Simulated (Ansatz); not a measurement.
# Mo: which structure wins, scalar-relativistic

Aim: relax Mo in several structures (bcc, hcp) and rank them by energy, scalar-relativistic. Methods of the runs shown: PAW and LAPW.

Computed with Ansatz 0.2.0 (DFT PBE, with the methods named in each step, unless a step's input says otherwise).

**1. The starting structure**

The structure is cubic, space group Im-3m (No. 229). The conventional cell has a = 3.163 Å, b = 3.163 Å, c = 3.163 Å, α = 90.00°, β = 90.00°, γ = 90.00°. Around Mo (site symmetry m-3m) lie 8 Mo at 2.74 Å.

Coordinates:

```xyz
1
Lattice="-1.5814 1.5814 1.5814 1.5814 -1.5814 1.5814 1.5814 1.5814 -1.5814" Properties=species:S:1:pos:R:3 pbc="T T T"
Mo    0.0000    0.0000    0.0000
```

**2. Bcc relaxed, PAW**

input.yaml reads:

```yaml
crystal:
  lattice:
    - [-1.5813925127, 1.5813925127, 1.5813925127]
    - [1.5813925127, -1.5813925127, 1.5813925127]
    - [1.5813925127, 1.5813925127, -1.5813925127]
  atoms:
    - { symbol: Mo, position: [0.0, 0.0, 0.0] }
kpoints:
  mp_grid: { grid: [18, 18, 18] }
scf:
  occupations: { method: fermi_dirac, width: 0.05 }
hamiltonian:
  xc: pbe
  pseudopotentials: { kind: paw }
output:
  forces: true
  stress: true
relax:
  f_tol: 0.005
  max_steps: 40
  cell: {}
```

Launch:

```console
$ ansatz run input.yaml --threads 1 --pin off --max-ram 3072MiB --backend cpu --events-out ev --progress --plain --runs-dir out
```

Further steps of the session: Bcc relaxed, LAPW; Hcp relaxed, PAW; Hcp relaxed, LAPW.

Q: Predict the outcome of this session. Wanted: lowest (for each run or level that gives them).

**Answer**, as computed:

```
     quantity                          value
lowest (LAPW)  bcc, 433.5 meV/atom under hcp
 lowest (PAW)  bcc, 433.0 meV/atom under hcp
```

In words: By LAPW the order is bcc < hcp. By PAW the order is bcc < hcp. The methods agree on the lowest phase. Only these structures were tried, with electrons smeared by 0.05 eV and without vibrations, so the true ground state may be another. The k meshes differ between phases and weren't tested, which can move differences by some meV.
